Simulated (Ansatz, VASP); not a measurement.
## Hf5N4 in VASP and in Ansatz

```
CELL_PARAMETERS angstrom
3.18308 0.00000 0.00000
-1.59154 2.75663 0.00000
0.00000 0.00000 25.39589
ATOMIC_POSITIONS crystal
Hf 0.33333 0.66667 0.29532
Hf 0.00000 0.00000 0.39766
Hf 0.66667 0.33333 0.50000
Hf 0.33333 0.66667 0.60234
Hf 0.00000 0.00000 0.70468
N 0.66667 0.33333 0.34649
N 0.33333 0.66667 0.44883
N 0.00000 0.00000 0.55117
N 0.66667 0.33333 0.65351
```

Alike in both runs: task single point; functional PBEsol; k mesh 2 × 2 × 1; occupations gaussian, width 0.1 eV; no spin polarisation.

|  | VASP | Ansatz |
| --- | --- | --- |
| version | VASP 6.6.1 | Ansatz 0.2.0 |
| potentials or method | VASP PAW PBE potentials, release 64 (Hf_pv, N) | scalar-relativistic, plane waves, PAW |
| plane-wave cutoff (eV) | 520 | 420 |
| valence electrons in the cell | 70 | 150 |

Ansatz gave:

- gap on the k mesh at the Fermi level (eV): none
- rms of the force components (eV/Å): 0.199

Q: What did VASP give for the same quantities?

A: gap on the k mesh at the Fermi level (eV): none; rms of the force components (eV/Å): 0.198.

A gap of «none» marks a metal or a gap that the smearing closes. The two sets of potentials don't hold the same shells in valence. Ansatz warned: «open_shared_shell_at_semilocal_close».

Caveats: the k mesh is coarse (spacing up to 1.14 Å⁻¹), so the values aren't converged; the PAW data sets were made with another functional, which shifts forces and pressure a little (VASP). Spin-orbit coupling is left out, which matters for the levels of Hf.
